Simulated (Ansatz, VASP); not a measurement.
## KBr in VASP and in Ansatz

INCAR

```
SYSTEM = KBr
PREC = Accurate
ENCUT = 520
EDIFF = 1E-7
ISMEAR = 0
SIGMA = 0.05
LREAL = .False.
LASPH = .True.
NELM = 60
ALGO = Fast
ISIF = 2
LWAVE = .False.
LCHARG = .False.
NBANDS = 15
```

KPOINTS

```
Automatic mesh
0
Gamma
  6 6 6
  0 0 0
```

File POSCAR:

```
KBr
1.0
    4.0434990000      0.0000000000      0.0000000000
    0.0000000000      4.0434990000      0.0000000000
    0.0000000000      0.0000000000      4.0434990000
K Br
1 1
Direct
    0.0000000000      0.0000000000     -0.0741931678
    0.5000000000      0.5000000000      0.5000000000
```

Input for Ansatz:

```yaml
crystal:
  lattice:
    - [4.043499, 0.0, 0.0]
    - [0.0, 4.043499, 0.0]
    - [0.0, 0.0, 4.043499]
  atoms:
    - { symbol: K, position: [0.0, 0.0, -0.0741931678] }
    - { symbol: Br, position: [0.5, 0.5, 0.5] }
basis:
  ecutwfc: 420
kpoints:
  mp_grid: { grid: [6, 6, 6] }
hamiltonian:
  xc: lda
scf:
  occupations: { method: gaussian, width: 0.05 }
output:
  forces: true
  stress: true
  eigenvalues: true
```

Alike in both runs: task single point; functional LDA; k mesh 6 × 6 × 6; occupations gaussian, width 0.05 eV; no spin polarisation.

```csv
,VASP,Ansatz
version,VASP 6.6.1,Ansatz 0.2.0
potentials or method,"VASP PAW LDA potentials, release 64 (K_sv, Br)","scalar-relativistic, plane waves, PAW"
plane-wave cutoff (eV),520,420
valence electrons in the cell,16,16
```

```tsv
	VASP	Ansatz	Ansatz less VASP
gap on the k mesh at the Fermi level (eV)	3.50	3.50	-0.009
least direct gap on the mesh (eV)	3.78	3.77	-0.010
pressure (GPa)	-2.2	-2.3	-0.04
rms of the force components (eV/Å)	0.055	0.053	-0.0027
```

Atom by atom the forces differ by 0.003 eV/Å (rms over components).

A k mesh can miss the band edges.
